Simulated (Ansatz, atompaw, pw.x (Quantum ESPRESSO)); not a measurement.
**Equation-of-state test of one PAW (atompaw) potential (W)**

* Element: W
* Generator: atompaw 4.2.0.5
* Type: PAW
* Functional: PBE
* Relativity: scalar-relativistic
* Frozen core: [Kr] 4d10 4f14
* Valence charge: 14
* Reference configuration: 5s2 5p6 5d4 6s2 6p0
* Partial waves: 5s (bound): rc 1.65 bohr; 6s (bound): rc 2.80 bohr; 5p (bound): rc 1.60 bohr; 6p (bound, empty): rc 2.80 bohr; 5d (bound): rc 2.80 bohr; 5d channel at 0.9 Ry: rc 2.80 bohr; 5f channel at 0.15 Ry: rc 2.30 bohr
* Local potential: bessel scheme, radius 1.90 bohr
* Core correction: smooth core density matched at 2.60 bohr
* Augmentation charge: sinc compensation charge, radius 2.75 bohr; PAW radius 2.80 bohr; waves and projectors: custom polynom gramschmidtortho

Crystal test: sc W in pw.x 7.5, no spin, 12³ k-points, Fermi–Dirac smearing 0.01 Ry, cutoffs 60/600 Ry. The reference is all-electron LAPW (Ansatz 0.2.0) with the same functional, mesh and smearing; V0 and B0 come from Birch–Murnaghan fits to the pressures at five volumes. Errors are pseudo minus all-electron; Δ is the rms difference of the E(V) curves that follow from these fits, minima aligned, over ±6 % about the mean V0. Mesh and smearing are coarse, so the numbers serve the comparison and aren't converged zero-temperature values; the lattice is a test structure that the element need not adopt.

All-electron: a0 = 2.638 Å (V0 = 18.36 Å³/atom), B0 = 216.4 GPa.

How far does the potential miss the all-electron equation of state?

mean pressure error (GPa): +0.47; a0 (Å): 2.640; a0 error (%): +0.07; B0 error (%): +0.6; Δ (meV/atom): 2.0. The largest radius (2.80 bohr) exceeds half the bond length (2.50 bohr), so the spheres overlap, which is one possible source of error among others.

```json
{"V (Å³/atom)": "17.612", "P all-electron (GPa)": "9.79", "P pseudo (GPa)": "10.45"}
{"V (Å³/atom)": "18.076", "P all-electron (GPa)": "3.46", "P pseudo (GPa)": "4.00"}
{"V (Å³/atom)": "18.539", "P all-electron (GPa)": "-2.09", "P pseudo (GPa)": "-1.64"}
{"V (Å³/atom)": "19.002", "P all-electron (GPa)": "-6.95", "P pseudo (GPa)": "-6.55"}
{"V (Å³/atom)": "19.466", "P all-electron (GPa)": "-11.21", "P pseudo (GPa)": "-10.86"}
```

At the middle volume, how do free energy and pressure move when the wave cutoff is lowered (ecutrho held at 600 Ry)?

```tsv
cutoff (Ry)	shift of F (meV/atom)	shift of P (GPa)
27	+110.5	-2.34
36	+64.0	-1.28
48	+6.8	-0.52
```

The run at the middle volume (84 k-points, 7 iterations) took about 16 s on one core of a shared host (Intel(R) Xeon(R) 6975P-C, 192 threads, 378 GiB, load 79).
